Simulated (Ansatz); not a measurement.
RbBr, NiAs type, relaxed with r2SCAN: 6 runs in Ansatz 0.2.0, each a calculation of independent-particle optics. The symmetry is P6_3/mmc (No. 194, hexagonal); conventional cell a = 4.771 Å, c = 8.410 Å, 41.45 Å³ an atom. Rb has 6 Br at 3.47 Å; Br has 6 Rb at 3.47 Å. Values at 0 K without nuclear motion; spin polarisation is off, and the phase may be a hypothetical one.

```
CELL_PARAMETERS angstrom
4.77109 0.00000 0.00000
-2.38554 4.13188 0.00000
0.00000 0.00000 8.41015
ATOMIC_POSITIONS crystal
Rb 0.00000 0.00000 0.00000
Rb 0.00000 0.00000 0.50000
Br 0.33333 0.66667 0.25000
Br 0.66667 0.33333 0.75000
```

On meshes this coarse, single peaks can be features of the mesh. No local fields, no excitons; the zone sum runs over the cells of the mesh, and ε∞ includes the bands left out of the spectrum. Up to four peaks are listed, those above 15 % of the tallest and inside the complete range; the four can differ from row to row. Rows marked drawn have settings drawn at random (some not listed).

```json
{"functional": "PBE", "k mesh": "6×6×2", "broadening (eV)": "0.1", "scissors (eV)": "0.00", "range (eV)": "0–18", "settings": "chosen", "direct gap on the mesh before scissors (eV)": "4.23", "ε∞ xx": "2.77", "ε∞ yy": "2.77", "ε∞ zz": "2.81", "complete up to (eV)": "18.0", "tallest peaks of mean ε₂ (eV)": "6.60 7.15 8.80 9.50"}
{"functional": "r2SCAN", "k mesh": "6×6×2", "broadening (eV)": "0.1", "scissors (eV)": "0.00", "range (eV)": "0–18", "settings": "chosen", "direct gap on the mesh before scissors (eV)": "4.84", "ε∞ xx": "2.59", "ε∞ yy": "2.59", "ε∞ zz": "2.63", "complete up to (eV)": "18.0", "tallest peaks of mean ε₂ (eV)": "7.15 7.70 8.20 10.30"}
{"functional": "PBEsol", "k mesh": "6×6×4", "broadening (eV)": "0.4", "scissors (eV)": "0.60", "range (eV)": "0–20", "settings": "drawn", "direct gap on the mesh before scissors (eV)": "4.10", "ε∞ xx": "2.70", "ε∞ yy": "2.70", "ε∞ zz": "2.74", "complete up to (eV)": "20.0", "tallest peaks of mean ε₂ (eV)": "7.65 10.05 15.85 18.55"}
{"functional": "LDA", "k mesh": "6×6×2", "broadening (eV)": "0.05", "scissors (eV)": "0.30", "range (eV)": "0–20", "settings": "drawn", "direct gap on the mesh before scissors (eV)": "3.83", "ε∞ xx": "2.83", "ε∞ yy": "2.83", "ε∞ zz": "2.88", "complete up to (eV)": "20.0", "tallest peaks of mean ε₂ (eV)": "6.60 7.10 7.90 9.70"}
```

Task: Estimate from these rows what the further settings give.

| functional | k mesh | broadening (eV) | scissors (eV) | range (eV) | settings |
| --- | --- | --- | --- | --- | --- |
| PBE | 6×6×2 | 0.1 | 1.15 (to HSE06) | 0–18 | chosen |
| LDA | 6×6×2 | 0.25 | 0.00 | 0.5–30 | drawn |

Result:
```json
{"functional": "PBE", "k mesh": "6×6×2", "broadening (eV)": "0.1", "scissors (eV)": "1.15 (to HSE06)", "range (eV)": "0–18", "settings": "chosen", "direct gap on the mesh before scissors (eV)": "4.23", "ε∞ xx": "2.57", "ε∞ yy": "2.57", "ε∞ zz": "2.61", "complete up to (eV)": "18.0", "tallest peaks of mean ε₂ (eV)": "7.75 8.30 9.95 10.65"}
{"functional": "LDA", "k mesh": "6×6×2", "broadening (eV)": "0.25", "scissors (eV)": "0.00", "range (eV)": "0.5–30", "settings": "drawn", "direct gap on the mesh before scissors (eV)": "3.83", "ε∞ xx": "2.89", "ε∞ yy": "2.89", "ε∞ zz": "2.95", "complete up to (eV)": "29.8", "tallest peaks of mean ε₂ (eV)": "6.85 9.35 15.05 17.75"}
```

Spin-orbit coupling is left out.
